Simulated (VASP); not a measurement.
# Co (P6_3/mmc) in VASP: relaxation of cell and atoms with PBEsol

Aim: the relaxation of cell and atoms of Co with PBEsol.

Program: VASP 6.6.1. These are calculated values, not measurements. Logs are shortened: lines on timing, memory, paths and dates and some standing lists are left out, and cuts for length are marked.

## 1. The structure

It takes space group P6_3/mmc (No. 194, hexagonal). Conventional cell: a = 2.453 Å, b = 2.453 Å, c = 3.961 Å, α = 90.00°, β = 90.00°, γ = 120.00°. Co (site symmetry -6m2) is surrounded by 12 Co at 2.43 to 2.45 Å.

## 2. Relaxation of cell and atoms, PBEsol, collinear spin, ferromagnetic start

INCAR reads:

```
SYSTEM = Co
PREC     = Accurate       ! precision mode
ENCUT    = 600            ! plane-wave cutoff, eV
EDIFF    = 1E-7           ! SCF threshold, eV
ISMEAR   = 1              ! smearing method
SIGMA    = 0.1            ! smearing width, eV
LREAL    = .False.        ! projectors in reciprocal space
LASPH    = .True.         ! aspherical terms in the spheres
NELM     = 150            ! most SCF steps
ALGO     = Normal         ! electronic algorithm
ISIF     = 3              ! what is computed and relaxed
LWAVE    = .False.        ! write WAVECAR
LCHARG   = .False.        ! write CHGCAR
ISPIN    = 2              ! spin polarisation
MAGMOM   = 3 3            ! initial moments
LORBIT   = 11             ! projections on sites
LMAXMIX  = 4              ! l up to which the mixer works
GGA      = PS             ! functional
IBRION   = 2              ! ionic algorithm
NSW      = 90             ! ionic steps
EDIFFG   = -0.005         ! ionic threshold
AMIX     = 0.2          
BMIX     = 1E-4         
AMIX_MAG = 0.8          
BMIX_MAG = 1E-4
```

KPOINTS reads:

```
regular mesh
0
Gamma
  18 18 9
  0 0 0
```

POSCAR reads:

```
Co                                      
1.0
    2.4530704940      0.0000000000      0.0000000000
   -1.2265352470      2.1244213675     -0.0000000000
   -0.0000000000      0.0000000000      3.9612175901
  Co            
     2
Direct
     0.3333333300000021    0.6666666699999979    0.2500000000000000
     0.6666666699999979    0.3333333300000021    0.7500000000000000
```

Potentials or basis: VASP PAW PBE potentials, release 64 (Co).

Launch:

```
cat potpaw_PBE.64/Co/POTCAR > POTCAR
mpirun -np 1 vasp_std > vasp.out
```

OUTCAR:

```text
SYSTEM = Co
   PREC = Accurate
   ENCUT = 600
   EDIFF = 1E-7
   ISMEAR = 1
   LREAL = .False.
   LASPH = .True.
   NELM = 150
   ISIF = 3
   ISPIN = 2
   LORBIT = 11
   GGA = PS
   IBRION = 2
   NSW = 90
   EDIFFG = -0.005
   AMIX = 0.2
   AMIX_MAG = 0.8

 ion  position               nearest neighbor table
   1  0.333  0.667  0.250-   2 2.43   2 2.43   2 2.43   2 2.43   2 2.43   2 2.43
   2  0.667  0.333  0.750-   1 2.43   1 2.43   1 2.43   1 2.43   1 2.43   1 2.43

  LATTYP: Found a hexagonal cell.
 ALAT       =     2.4530704940
 C/A-ratio  =     1.6147997376

  Lattice vectors:

 A1 = (   2.4530704940,   0.0000000000,   0.0000000000)
 A2 = (  -1.2265352470,   2.1244213675,   0.0000000000)
 A3 = (   0.0000000000,   0.0000000000,   3.9612175901)

Analysis of symmetry for initial positions (statically):
=====================================================================
 Subroutine PRICEL returns:
 Original cell was already a primitive cell.

 Routine SETGRP: Setting up the symmetry group for a
 hexagonal supercell.

 Subroutine GETGRP returns: Found 24 space group operations
 (whereof 12 operations were pure point group operations)
 out of a pool of 24 trial point group operations.

The static configuration has the point symmetry D_3d.
 The point group associated with its full space group is D_6h.

Analysis of symmetry for dynamics (positions and initial velocities):
=====================================================================
 Subroutine PRICEL returns:
 Original cell was already a primitive cell.

 Routine SETGRP: Setting up the symmetry group for a
 hexagonal supercell.

 Subroutine GETGRP returns: Found 24 space group operations
 (whereof 12 operations were pure point group operations)
 out of a pool of 24 trial point group operations.

The dynamic configuration has the point symmetry D_3d.
 The point group associated with its full space group is D_6h.

Analysis of structural, dynamic, and magnetic symmetry:
=====================================================================
 Subroutine PRICEL returns:
 Original cell was already a primitive cell.

 Routine SETGRP: Setting up the symmetry group for a
 hexagonal supercell.

 Subroutine GETGRP returns: Found 24 space group operations
 (whereof 12 operations were pure point group operations)
 out of a pool of 24 trial point group operations.

The overall configuration has the point symmetry D_3d.
 The point group associated with its full space group is D_6h.

 Subroutine INISYM returns: Found 24 space group operations
 (whereof 12 operations are pure point group operations),
 and found     1 'primitive' translations

----------------------------------------------------------------------------------------

                                     Primitive cell

  volume of cell :      20.6433

  direct lattice vectors                    reciprocal lattice vectors
     2.453070494  0.000000000  0.000000000     0.407652370  0.235358205  0.000000000
    -1.226535247  2.124421368  0.000000000     0.000000000  0.470716410  0.000000000
     0.000000000  0.000000000  3.961217590     0.000000000  0.000000000  0.252447632

  length of vectors
     2.453070494  2.453070496  3.961217590     0.470716411  0.470716410  0.252447632

  position of ions in fractional coordinates (direct lattice)
     0.333333330  0.666666670  0.250000000
     0.666666670  0.333333330  0.750000000

  ion indices of the primitive-cell ions
   primitive index   ion index
                 1           1
                 2           2

----------------------------------------------------------------------------------------

 KPOINTS: regular mesh

Automatic generation of k-mesh.
 Grid dimensions read from file:
 generate k-points for:   18   18    9

 Generating k-lattice:

  Cartesian coordinates                     Fractional coordinates (reciprocal lattice)
     0.022647354  0.013075456  0.000000000     0.055555556 -0.000000000  0.000000000
     0.000000000  0.026150912  0.000000000     0.000000000  0.055555556  0.000000000
     0.000000000  0.000000000  0.028049737     0.000000000  0.000000000  0.111111111

  Length of vectors
     0.026150912  0.026150912  0.028049737

  Shift w.r.t. Gamma in fractional coordinates (k-lattice)
     0.000000000  0.000000000  0.000000000

 Subroutine IBZKPT returns following result:
 ===========================================

 Found    185 irreducible k-points:

 Following reciprocal coordinates:
            Coordinates               Weight
  0.000000  0.000000  0.000000      1.000000
  0.055556  0.000000  0.000000      6.000000
  0.111111  0.000000  0.000000      6.000000
  0.166667  0.000000  0.000000      6.000000
  0.222222 -0.000000  0.000000      6.000000
  0.277778 -0.000000  0.000000      6.000000
[... 16 lines left out ...]
  0.333333  0.111111  0.000000     12.000000
  0.388889  0.111111  0.000000     12.000000
 [... further k-points ...]
   k-points           NKPTS =    185   k-points in BZ     NKDIM =    185   number of bands    NBANDS=     16
   number of dos      NEDOS =    301   number of ions     NIONS =      2
   total plane-waves  NPLWV =  12800
   dimension x,y,z NGX =    20 NGY =   20 NGZ =   32
   dimension x,y,z NGXF=    40 NGYF=   40 NGZF=   64
   ions per type =               2
   NGX,Y,Z   is equivalent  to a cutoff of  13.55, 13.55, 13.43 a.u.
   NGXF,Y,Z  is equivalent  to a cutoff of  27.11, 27.11, 26.86 a.u.
 SYSTEM =  Co
   PREC   = accura    normal or accurate (medium, high low for compatibility)
   ISTART =      0    job   : 0-new  1-cont  2-samecut
   ICHARG =      2    charge: 1-file 2-atom 10-const
   ISPIN  =      2    spin polarized calculation?
   LNONCOLLINEAR =      F non collinear calculations
   LSORBIT =      F    spin-orbit coupling
   LASPH  =      T    aspherical Exc in radial PAW
   ENCUT  =  600.0 eV  44.10 Ry    6.64 a.u.   4.90  4.90  7.91*2*pi/ulx,y,z
   NELM   =    150;   NELMIN=  2; NELMDL= -5     # of ELM steps
   EDIFF  = 0.1E-06   stopping-criterion for ELM
   LREAL  =      F    real-space projection
   EDIFFG = -.5E-02   stopping-criterion for IOM
   NSW    =     90    number of steps for IOM
   IBRION =      2    ionic relax: 0-MD 1-quasi-New 2-CG
   NFREE  =      1    steps in history (QN), initial steepest desc. (CG)
   ISIF   =      3    stress and relaxation
   ISYM   =      2    0-nonsym 1-usesym 2-fastsym
   POTIM  = 0.5000    time-step for ionic-motion
   TEBEG  =    0.0;   TEEND  =   0.0 temperature during run
   PSTRESS=    0.0 pullay stress
   NELECT =      18.0000    total number of electrons
   NUPDOWN=      -1.0000    fix difference up-down
   EMIN   =  10.00;   EMAX   =-10.00  energy-range for DOS
   EFERMI =   0.00;   METHOD = LEGACY
   ISMEAR =     1;   SIGMA  =   0.10  broadening in eV -4-tet -1-fermi 0-gaus
   EFERMI_NEDOS =   21; number of points for ismear=-14 and -15
   IALGO  =     38    algorithm
   IMIX   =      4    mixing-type and parameters
     AMIX     =   0.20;   BMIX     =  0.00
     AMIX_MAG =   0.80;   BMIX_MAG =  0.00
  volume/ion in A,a.u.               =      10.32        69.65
  Fermi-wavevector in a.u.,A,eV,Ry     =   1.564009  2.955548 33.281533  2.446124
  Thomas-Fermi vector in A             =   2.666696
   LORBIT       =     11    0 simple, 1 ext, 2 COOP (PROOUT), +10 PAW based schemes
   GGA     = PS    functional components
   LHFCALC =     F    Hartree Fock is set to
   AEXX    =    0.0000 exact exchange contribution
   IVDW    =     0    specifies the selected vdW correction
   LEPSILON=     F    determine dielectric tensor
   LRPA    =     F    only Hartree local field effects (RPA)
 conjugate gradient relaxation of ions
 spin polarized calculation
 Methfessel and Paxton  Order N= 1 SIGMA  =   0.10
  energy-cutoff  :      600.00
  volume of cell :       20.64
 maximum number of plane-waves:       705
 NGX is ok and might be reduce to    20
   NGX =  9   NGY =  9   NGZ = 15

--------------------------------------- Ionic step        1  -------------------------------------------

 number of electron      18.0000002 magnetization       3.1139411

 Free energy of the ion-electron system (eV)
  ---------------------------------------------------
  ext. energy  EPLUGINS =         0.00000000
  ---------------------------------------------------
  free energy    TOTEN  =       -15.47427322 eV

  energy without entropy =      -15.47416885  energy(sigma->0) =      -15.47423843

------------------------ aborting loop because EDIFF is reached ----------------------------------------

  FORCE on cell =-STRESS in cart. coord.  units (eV):
  Direction    XX          YY          ZZ          XY          YZ          ZX
  --------------------------------------------------------------------------------------
  -------------------------------------------------------------------------------------
  Total        0.0293047      0.0293047      0.0270856      0.0000000      0.0000000      0.0000000
  in kB        2.2744108      2.2744108      2.1021802      0.0000000      0.0000000      0.0000000
  external PRESSURE =       2.2170006 kB  Pullay stress =       0.0000000 kB
[... 93 lines left out ...]
  energy  without entropy=      -15.4741691529  energy(sigma->0) =      -15.47423840

--------------------------------------- Ionic step        4  -------------------------------------------

 number of electron      18.0000002 magnetization       3.1143111

 Free energy of the ion-electron system (eV)
  ---------------------------------------------------
  ext. energy  EPLUGINS =         0.00000000
  ---------------------------------------------------
  free energy    TOTEN  =       -15.47427376 eV

  energy without entropy =      -15.47416998  energy(sigma->0) =      -15.47423917

 E-fermi :  10.7788     XC(G=0): -13.8749

 val. band max:       10.7757698830   @ k =   0.3333  -0.0000   0.4444
 cond. band min:      10.7805468335   @ k =   0.1667   0.1667   0.2222
 fundamental gap:      0.0047769505
 Fermi energy:        10.7788088899

 spin component 1

 k-point     1 :       0.0000    0.0000    0.0000
  band No.  band energies     occupation
      1       1.5256      1.00000
      2       5.4110      1.00000
      3       8.1384      1.00000
      4       8.1532      1.00000
      5       8.1532      1.00000
      6       8.4967      1.00000
[... 8 lines left out ...]
     15      36.1532      0.00000
     16      36.1532      0.00000
[... 422 lines left out ...]
      2       6.0832      1.00000
      3       6.2088      1.00000
      4       7.7466      1.00000
      5       7.9151      1.00000
      6       8.2306      1.00000
[... 8 lines left out ...]
     15      23.6381      0.00000
     16      24.9978      0.00000

 [... further k-points ...]

 spin component 2

 k-point     1 :       0.0000    0.0000    0.0000
  band No.  band energies     occupation
      1       1.5839      1.00000
      2       6.3375      1.00000
      3       9.7081      1.00000
      4       9.7237      1.00000
      5       9.7237      1.00000
      6      10.1207      1.00000
[... 8 lines left out ...]
     15      36.3169      0.00000
     16      36.5272      0.00000
[... 466 lines left out ...]
  FREE ENERGIE OF THE ION-ELECTRON SYSTEM (eV)
  ---------------------------------------------------
  free  energy   TOTEN  =       -15.4742737601 eV

  energy  without entropy=      -15.4741699795  energy(sigma->0) =      -15.47423917

 reached required accuracy - stopping structural energy minimisation

 total charge

# of ion       s       p       d       tot
------------------------------------------
    1        0.510   0.569   7.294   8.373
    2        0.510   0.569   7.294   8.373
--------------------------------------------------
tot          1.019   1.138  14.588  16.746

 magnetization (x)

# of ion       s       p       d       tot
------------------------------------------
    1       -0.016  -0.055   1.635   1.565
    2       -0.016  -0.055   1.635   1.565
--------------------------------------------------
tot         -0.032  -0.109   3.270   3.129
```

Run time: 4 min. Hardware: 1 thread of Intel Xeon Platinum 8259CL at 2.50GHz (Skylake/Cascade Lake), shared host; peak memory 0.23 GiB.

Results:

- Free energy: -15.4743 eV
- Relaxed volume: 10.32 Å³/atom
- Relaxed cell: a = 2.453 Å, b = 2.453 Å, c = 3.962 Å, α = 90.00°, β = 90.00°, γ = 120.00°
- Space group after relaxing (to 0.05 Å): P6_3/mmc (No. 194)
- Energy gained by relaxing: 0.0 meV/atom
- Ionic steps: 4
- Pressure after relaxing: 0.0 GPa
- Band gap on the k mesh: none (metal or under the smearing width)
- Net moment: 3.11 μB per cell
- Site moments: Co +1.56 μB
- Valence electrons inside the program's atomic spheres: Co 8.37

Final structure:
```xyz
2
Lattice="2.4533 0.0000 0.0000 -1.2266 2.1246 0.0000 0.0000 0.0000 3.9615" Properties=species:S:1:pos:R:3 pbc="T T T"
Co    0.0000    1.4164    0.9904
Co    1.2266    0.7082    2.9711
```

Caveat: the PAW data sets were made with another functional, which shifts forces and pressure a little.
